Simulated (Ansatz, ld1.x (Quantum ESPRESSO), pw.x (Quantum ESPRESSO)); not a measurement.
## Equation-of-state test of one TM potential (Be (Z = 4))

| Item | Value |
| --- | --- |
| Element | beryllium (Be) |
| Generator | ld1.x (Quantum ESPRESSO) 7.5 |
| Type | norm-conserving Troullier–Martins (Kleinman–Bylander form) |
| Functional | PBE |
| Relativity | scalar-relativistic |
| Frozen core | [He] |
| Valence charge | 2 |
| Reference configuration | 2s2 2p0 |
| Partial waves | 2s (bound): rc 2.25 bohr; 3d channel at 0.35 Ry: rc 3.25 bohr; 2p (bound, empty): rc 4.20 bohr |
| Local potential | the p channel |
| Core correction | Bessel-smoothed model core inside 1.40 bohr |

Atomic tests: cutoffs needed: 8 Ry and 18 Ry (the cutoffs (Ry, on a coarse ladder) from which the occupation-weighted sum of valence levels, in a spherical-Bessel basis at the reference potential, stays within 10 and 1 mRy of its value at 400 Ry); ghost test: no extra level below or beside the all-electron valence levels (s, d, p, f tested) (spherical-Bessel basis up to 400 Ry, 20 bohr box); largest excitation error: -234 meV (all-electron minus pseudo) for 2s0 2p1, out of 5 test configurations.

Crystal test: fcc Be in pw.x 7.5, no spin, 18³ k-points, Fermi–Dirac smearing 0.01 Ry, cutoffs 50/200 Ry. The reference is all-electron LAPW (Ansatz 0.2.0) with the same functional, mesh and smearing; V0 and B0 come from Birch–Murnaghan fits to the pressures at five volumes. Errors are pseudo minus all-electron; Δ is the rms difference of the E(V) curves that follow from these fits, minima aligned, over ±6 % about the mean V0. Mesh and smearing are coarse, so the numbers serve the comparison and aren't converged zero-temperature values; the lattice is a test structure that the element need not adopt.

```
V (Å³/atom)  P all-electron (GPa)  P pseudo (GPa)
      7.518                  6.22          -20.38
      7.716                  2.75          -21.22
      7.914                 -0.36          -21.93
      8.112                 -3.15          -22.55
      8.310                 -5.65          -23.10
```

All-electron: a0 = 3.160 Å (V0 = 7.89 Å³/atom), B0 = 119.0 GPa.

Pseudopotential: mean pressure error (GPa): -21.80. The pressure does not cross zero within the volumes sampled, so no fit is given. The largest radius (4.20 bohr) exceeds half the bond length (2.11 bohr), so the spheres overlap, which is one possible source of error among others. This is a poor potential for the solid. The logarithmic derivative shows an extra or strongly shifted pseudo pole above the reference energy (d near 2.19 Ry).

Task: At the middle volume, how do free energy and pressure move when the wave cutoff is lowered (ecutrho kept at four times it)?

Result:

```json
{"cutoff (Ry)": "22", "shift of F (meV/atom)": "+3.7", "shift of P (GPa)": "-0.20"}
{"cutoff (Ry)": "30", "shift of F (meV/atom)": "+0.4", "shift of P (GPa)": "-0.05"}
{"cutoff (Ry)": "40", "shift of F (meV/atom)": "+0.1", "shift of P (GPa)": "+0.00"}
```

Input at the middle volume:

```
&control
  calculation='scf', prefix='x', pseudo_dir='./', outdir='./tmp', tstress=.true., disk_io='none'
/
&system
  ibrav=0, nat=1, ntyp=1, ecutwfc=50, ecutrho=200, nbnd=8,
  occupations='smearing', smearing='fd', degauss=0.01
/
&electrons
  conv_thr=1e-09, mixing_beta=0.4, electron_maxstep=70
/
ATOMIC_SPECIES
Be 1.0 Be.UPF
CELL_PARAMETERS angstrom
  0.00000000 1.58169236 1.58169236
  1.58169236 0.00000000 1.58169236
  1.58169236 1.58169236 0.00000000
ATOMIC_POSITIONS crystal
Be 0.0000 0.0000 0.0000
K_POINTS automatic
18 18 18 0 0 0
```

```bash
pw.x < Be.scf.in > Be.scf.out
```

Lines of the output:

```
Message from routine setup:
     using ibrav=0 with symmetry is DISCOURAGED, use correct ibrav instead
     lattice parameter (alat)  =       4.2270  a.u.
     unit-cell volume          =      53.4063 (a.u.)^3
     number of electrons       =         2.00
     number of Kohn-Sham states=            8
     kinetic-energy cutoff     =      50.0000  Ry
     charge density cutoff     =     200.0000  Ry
     scf convergence threshold =      1.0E-09
     Exchange-correlation= PBE
     number of k points=   195  Fermi-Dirac smearing, width (Ry)=  0.0100
     iteration #  1     ecut=    50.00 Ry     beta= 0.40
     total energy              =      -2.46327952 Ry
     estimated scf accuracy    <       0.00417889 Ry
     iteration #  2     ecut=    50.00 Ry     beta= 0.40
     total energy              =      -2.46291636 Ry
     estimated scf accuracy    <       0.00146438 Ry
     iteration #  3     ecut=    50.00 Ry     beta= 0.40
     total energy              =      -2.46292701 Ry
     estimated scf accuracy    <       0.00000086 Ry
     iteration #  4     ecut=    50.00 Ry     beta= 0.40
     total energy              =      -2.46292703 Ry
     estimated scf accuracy    <       0.00000001 Ry
     iteration #  5     ecut=    50.00 Ry     beta= 0.40
     the Fermi energy is     8.7127 ev
!    total energy              =      -2.46292703 Ry
     estimated scf accuracy    <          1.9E-11 Ry
     smearing contrib. (-TS)   =      -0.00041075 Ry
     The total energy is F=E-TS. E is the sum of the following terms:
     one-electron contribution =       1.98760658 Ry
     hartree contribution      =       0.00742347 Ry
     xc contribution           =      -1.38968738 Ry
     ewald contribution        =      -3.06785895 Ry
     convergence has been achieved in   5 iterations
          total   stress  (Ry/bohr**3)                   (kbar)     P=     -219.33
     Message from routine punch:
     Nothing written, as per user request (disk_io='none')
```

The run at the middle volume (195 k-points, 5 iterations) took about 4.1 s on one core of a shared host (Intel(R) Xeon(R) Processor @ 2.60GHz, 24 threads, 32 GiB, load 8).
